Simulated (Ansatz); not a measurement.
Wanted: the native input for an Ansatz 0.2.0 run.

```yaml
Task: relaxation of cell and atoms
Functional: LDA
Potentials_or_basis: Ansatz PAW
Cutoff: "420 eV (not typed: the program's choice for these potentials)"
k_mesh: 10 × 10 × 3
Occupations: fermi-dirac, width 0.05 eV
Spin: no spin polarisation
```

MoS2:

```
CELL_PARAMETERS angstrom
3.16900 0.00000 0.00000
-1.58450 2.74443 0.00000
0.00000 0.00000 12.32400
ATOMIC_POSITIONS crystal
Mo 0.66667 0.33333 0.75000
Mo 0.33333 0.66667 0.25000
S 0.66667 0.33333 0.37700
S 0.33333 0.66667 0.87700
S 0.66667 0.33333 0.12300
S 0.33333 0.66667 0.62300
```

The input as run:

input.yaml

```yaml
crystal:
  lattice:
    - [3.169, 0.0, 0.0]
    - [-1.5845, 2.7444345046, 0.0]
    - [0.0, 0.0, 12.324]
  atoms:
    - { symbol: Mo, position: [0.6666666667, 0.3333333333, 0.75] }
    - { symbol: Mo, position: [0.3333333333, 0.6666666667, 0.25] }
    - { symbol: S, position: [0.6666666667, 0.3333333333, 0.377] }
    - { symbol: S, position: [0.3333333333, 0.6666666667, 0.877] }
    - { symbol: S, position: [0.6666666667, 0.3333333333, 0.123] }
    - { symbol: S, position: [0.3333333333, 0.6666666667, 0.623] }
hamiltonian:
  xc: lda
  pseudopotentials: { kind: paw }
kpoints:
  mp_grid: { grid: [10, 10, 3] }
scf:
  occupations: { method: fermi_dirac, width: 0.05 }
output:
  forces: true
  stress: true
  eigenvalues: true
relax:
  f_tol: 0.01
  max_steps: 40
  cell: { stress_tol: 0.05 }
```

Potentials or basis: Ansatz PAW.

Launch:

```sh
$ ansatz run input.yaml --threads 2 --pin off --max-ram 5632MiB --backend cpu --events-out ev --progress --plain --runs-dir out
```

It gave:

| Quantity | Value |
| --- | --- |
| Relaxed volume | 16.99 Å³/atom |
| Relaxed cell | a = 3.122 Å, b = 3.122 Å, c = 12.077 Å, α = 90.00°, β = 90.00°, γ = 120.00° |
| Space group after relaxing (to 0.05 Å) | P6_3/mmc (No. 194) |
| Energy gained by relaxing | 12.6 meV/atom |
| Ionic steps | 6 |
| Pressure after relaxing | 0.0 GPa |
| Band gap on the k mesh | 0.76 eV, indirect (least direct gap 1.97 eV) |

Caveat: odd divisions of the mesh miss points on the zone boundary, where band edges often lie, so the gap on the mesh can be too wide; the plane-wave basis is chosen anew once the cell has moved, so the energies of steps on either side of that aren't comparable; the PAW data sets come from PBE, with cores solved anew for the run's functional, which leaves a small shift of forces and pressure.

Wall time 18 s on 2 threads of Arm Neoverse V2, on a shared host, peak memory 0.4 GiB.
